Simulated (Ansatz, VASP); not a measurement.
**Two plane-wave programs on RbBr**

File INCAR:

```
  ALGO = Normal
  EDIFF = 1E-7
  ENCUT = 520
  GGA = PE
  ISIF = 2
  ISMEAR = -1
  LASPH = T
  LCHARG = F
  LREAL = F
  LWAVE = F
  NBANDS = 15
  NELM = 100
  PREC = Accurate
  SIGMA = 0.02
```

File KPOINTS:

```
k-points
0
Gamma
  6 6 6
```

File POSCAR:

```
RbBr
1.0
    0.0362759610      3.8782993979      3.8782993979
    3.8782993979      0.0362759610      3.8782993979
    3.8782993979      3.8782993979      0.0362759610
Rb Br
1 1
Direct
    0.0010295211      0.0010295211      0.0010295211
    0.2489704789      0.2489704789      0.2489704789
```

Input for Ansatz:

```yaml
crystal:
  lattice:
    - [0.036275961, 3.8782993979, 3.8782993979]
    - [3.8782993979, 0.036275961, 3.8782993979]
    - [3.8782993979, 3.8782993979, 0.036275961]
  atoms:
    - { symbol: Rb, position: [0.0010295211, 0.0010295211, 0.0010295211] }
    - { symbol: Br, position: [0.2489704789, 0.2489704789, 0.2489704789] }
kpoints:
  mp_grid: { grid: [6, 6, 6] }
  band_path:
    path:
      - [0.0, 0.0, 0.0]
      - [-0.5, -0.5, 0.0]
      - [-0.375, -0.375, 0.25]
      - [-0.375, 0.0, 0.375]
      - [0.0, 0.0, 0.5]
      - [-0.5, -0.25, 0.25]
      - [0.0, 0.5, 0.5]
    npoints: 1
hamiltonian:
  xc: pbe
scf:
  occupations: { method: fermi_dirac, width: 0.02 }
  n_extra_bands: 4
output:
  forces: true
  stress: true
  eigenvalues: true
```

Change from the starting cell: epitaxial_111 strain -0.7%.

Alike in both runs: task single point; functional PBE; k mesh 6 × 6 × 6; occupations fermi-dirac, width 0.02 eV; no spin polarisation.

```csv
,VASP,Ansatz
version,VASP 6.6.1,Ansatz 0.2.0
potentials or method,"VASP PAW PBE potentials, release 64 (Rb_sv, Br)","plane waves, PAW"
plane-wave cutoff (eV),520,420
valence electrons in the cell,16,16
```

```csv
,VASP,Ansatz,Ansatz less VASP
gap on the k mesh at the Fermi level (eV),4.08,4.08,0.000
pressure (GPa),0.3,0.2,-0.02
```

A k mesh can miss the band edges.
